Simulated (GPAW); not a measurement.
The system is Ge.

```
Ge
1.0
     5.01240    2.89391    1.98864
    -5.01240    2.89391    1.98864
     0.00000   -5.78782    1.98864
Ge
8
Direct
  0.27823 0.46995 0.97307
  0.46995 0.97307 0.27823
  0.97307 0.27823 0.46995
  0.72177 0.53005 0.02693
  0.53005 0.02693 0.72177
  0.02693 0.72177 0.53005
  0.28552 0.28552 0.28552
  0.71448 0.71448 0.71448
```

This isn't the form of Ge at room conditions, which is diamond.

Base run:

* Program: GPAW 26.7.0
* Functional: LDA
* Potentials or basis: the program's PAW data sets (release 1.2.1) made for this functional
* Cutoff: 600 eV
* Basis: pw
* k mesh: 4 × 4 × 4
* Occupations: fermi-dirac, width 0.05 eV
* Spin: no spin polarisation

Its results: pressure -4.8 GPa; largest force 0.107 eV/Å.

Q: The run is repeated on the same cell with these changes: functional from LDA to r2SCAN; potentials or basis from the program's PAW data sets (release 1.2.1) made for this functional to GPAW PAW data sets (gpaw-data 1.2.1). What comes out?

A: Pressure -2.8 GPa; largest force 0.185 eV/Å.

Caveats: the PAW data sets were made with another functional, which shifts forces and pressure a little (some runs).

Not every run made on this cell is shown here.
